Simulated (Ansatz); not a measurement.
Stationary points along a deformation path in V

These are results of DFT PBE, scalar-relativistic, plane waves, PAW (Ansatz 0.2.0), not measurements. The runs took a 420 eV cutoff, a Γ-centred 24×24×24 mesh and Gaussian smearing (0.15 eV). No spin polarisation. Energies are free energies at this smearing, counted from the undisturbed cell; pressure is positive in compression.

Zero of the scan (as given, not relaxed at this level; it stands at 3.9 GPa; this fcc form isn't the usual structure):

```yaml
crystal:
  lattice:
    - [0.00000, 1.89500, 1.89500]
    - [1.89500, 0.00000, 1.89500]
    - [1.89500, 1.89500, 0.00000]
  atoms:
    - { symbol: V, position: [0.00000, 0.00000, 0.00000] }
```

At fixed volume and fractional coordinates, lengths along (0.000, 0.000, 1.000) are scaled against those across it; ρ is that ratio over its starting value. V = 13.610 Å³/atom. Δσ is the stress along the axis less the mean stress across it (compression positive).

| ρ | ΔE (meV/atom) | Δσ (GPa) | space group |
| --- | --- | --- | --- |
| 0.650 | -224.6 | 8.17 | I4/mmm |
| 0.707 | -246.3 | 0.02 | Im-3m |
| 0.780 | -212.9 | -11.64 | I4/mmm |
| 0.850 | -136.4 | -19.09 | I4/mmm |
| 0.920 | -49.0 | -17.95 | I4/mmm |
| 0.960 | -12.9 | -10.96 | I4/mmm |
| 1.000 | 0.0 | 0.00 | Fm-3m |
| 1.100 | -54.7 | 16.41 | I4/mmm |
| 1.200 | -129.9 | 11.48 | I4/mmm |
| 1.300 | -151.7 | -2.81 | I4/mmm |
| 1.414 | -98.1 | -20.00 | I4/mmm |
| 1.500 | -8.0 | -33.97 | I4/mmm |

How does the stress give the slope of the energy, and where is the energy stationary?

Along the path d ln(length) is 2/3 d ln ρ on the axis and −1/3 d ln ρ across it, so dE/d ln ρ = −(2/3) V Δσ: the energy falls with ρ where Δσ is positive. Δσ vanishes or changes sign at ρ = 0.707 (Im-3m), a minimum at -246.3 meV/atom; at ρ = 1.000 (Fm-3m), a maximum at 0.0 meV/atom; between ρ = 1.200 and 1.300, a minimum (near 1.28 by linear interpolation). Pairs of stationary points between two samples would go unseen, and could change a minimum read from distant neighbours into a maximum. At ρ = 0.707, 1.000 the cell is cubic, where symmetry alone makes the stress isotropic and the slope zero.

Which shear constant sets the curvature at ρ = 1?

For a cubic crystal E/V = (2/3) C (ln ρ)² with C = C′ = (C11 − C12)/2, so Δσ = −2C ln ρ. The parabola of Δσ against ln ρ through ρ = 0.960, 1 and 1.100 gives C ≈ -120 GPa with the ions clamped, rough because the steps are large. It is the stress–strain coefficient at this cell's pressure of 3.9 GPa, not the zero-pressure constant. It is negative, so the cubic cell is unstable to this shear.

Integrate that slope from ρ = 1 to 1.300 by the trapezoid rule.

With V/N in Å³ and 1 eV/Å³ = 160.2 GPa the slopes at ρ = 1.000, 1.100, 1.200, 1.300 are 0, -930, -650, 159 meV/atom per unit of ln ρ. The steps add (-44.3) + (-68.7) + (-19.7) = -132.7 meV/atom, against -151.7 from the energies; the trapezoid rule misses the curvature of the slope within each step.

Is the start the lowest point of the path?

No: ρ = 0.707 lies 246.3 meV/atom lower, with no sampled rise above the start on the way. Volume and inner coordinates are held, so a relaxed structure there would lie lower still.

In a metal these slopes depend on the k mesh and the smearing.